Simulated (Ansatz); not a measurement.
Crystal: HfO2.

```
CELL_PARAMETERS angstrom
0.00000 2.55750 2.55750
2.55750 0.00000 2.55750
2.55750 2.55750 0.00000
ATOMIC_POSITIONS crystal
Hf 0.00000 0.00000 0.00000
O 0.75000 0.75000 0.75000
O 0.25000 0.25000 0.25000
```

Measurements of this composition are mostly on another form, of space group No. 14.

Base run:

- Program: Ansatz 0.2.0
- Functional: revPBE
- Potentials or basis: Ansatz PAW
- Cutoff: 420 eV (not typed: the program's choice for these potentials)
- k mesh: 9 × 9 × 9
- Occupations: fermi-dirac, width 0.05 eV
- Spin: no spin polarisation

Its results: band gap on the k mesh 3.91 eV, indirect (least direct gap 4.02 eV); pressure 1.2 GPa.

The run is repeated on the same cell with these changes: functional from revPBE to r2SCAN; cutoff from 420 eV (not typed: the program's choice for these potentials) to 500 eV (not typed: the program's choice for these potentials). What comes out?

Band gap on the k mesh 4.32 eV, indirect (least direct gap 4.43 eV); pressure -8.4 GPa.

r2SCAN gives the wider gap, since meta-GGAs in the generalised Kohn-Sham scheme recover part of the derivative discontinuity.

Caveats: the k mesh misses the band edges, so the gap on the mesh is wider than the one along the path; spin-orbit coupling is left out, which moves the levels of the heavy elements; the PAW data sets come from PBE, with cores solved anew for the run's functional, which leaves a small shift of forces and pressure.
